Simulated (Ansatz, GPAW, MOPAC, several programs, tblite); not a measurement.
**MoTe₂ (2H monolayer) from semi-empirical methods to plane-wave DFT**

MoTe₂ as a 2H monolayer, relaxed with r2SCAN in Ansatz, was computed with several methods. In-plane lattice: a = 3.561 Å, b = 3.561 Å, γ = 120.0°; thickness between the outer nuclei 3.58 Å. Mo has 6 Te at 2.73 Å; Te has 3 Mo at 2.73 Å. Calculated for a static, non-magnetic cell.

```yaml
crystal:
  lattice:
    - [3.56136, 0.00000, 0.00000]
    - [-1.78068, 3.08423, 0.00000]
    - [0.00000, 0.00000, 31.53418]
  atoms:
    - { symbol: Mo, position: [0.33333, 0.66667, 0.28540] }
    - { symbol: Te, position: [0.66667, 0.33333, 0.34214] }
    - { symbol: Te, position: [0.66667, 0.33333, 0.22867] }
```
Two periodic directions, a and b.

Gaps and times are for a single point on this cell. Times are rough, from shared hosts (Intel Xeon Platinum 8488C), and each method has its own mesh and cell size. PM7 (MOPAC) and PM6 (MOPAC): levels, charges or heat of formation failed a check of plausibility, so no values are given. PM6 (MOPAC), PM7 (MOPAC), GFN1-xTB (tblite), GFN2-xTB (tblite) treat a cluster of cells at its zone centre, which samples few k points: where these miss a band edge, the gap comes out too large for that reason alone. Gaps from k meshes are read at a limited set of points (mesh, symmetry points, PBE's band edges), so each method's own least gap may be somewhat smaller. xTB and the PM methods were fitted mostly to molecules, and can miss a solid's gap by electronvolts. Minimal bases can be far off for gaps. GLLB-SC's gap includes the derivative discontinuity. d marks a direct gap, i an indirect one (no mark: not told apart), a dash a value that wasn't computed or didn't pass its checks.

| method | kind | gap (eV) | atoms computed | processor time |
| --- | --- | --- | --- | --- |
| PM7 (MOPAC) | semi-empirical | – | 27 | 0.99 s |
| GFN1-xTB (tblite) | tight binding | 0.79 | 27 | 1.4 s |
| GFN2-xTB (tblite) | tight binding | 0.82 | 27 | 1.8 s |
| PM6 (MOPAC) | semi-empirical | – | 27 | 2.5 s |
| light PBE (260 eV and a coarse mesh) | light plane-wave | 1.04 d | 3 | 4.5 s |
| PBE | semilocal | 1.05 d | 3 | 17 s |
| PBE/single zeta (GPAW) | small basis | 1.06 d | 3 | 18 s |
| r2SCAN | semilocal | 1.12 d | 3 | 38 s |
| GLLB-SC (GPAW) | model potential | 1.48 | 3 | 88 s |

Against r2SCAN (1.12 eV) and with closed or daggered gaps left aside, the nearest gap at the points sampled is that of PBE/single zeta (GPAW) (-0.06 eV) and the farthest that of GLLB-SC (GPAW) (+0.36 eV). r2SCAN is only a yardstick of convenience: semilocal gaps usually lie below measured ones, which GLLB-SC and hybrids aim to mend.

Spin-orbit coupling is left out, which matters wherever the heavy atoms make up the band edges.
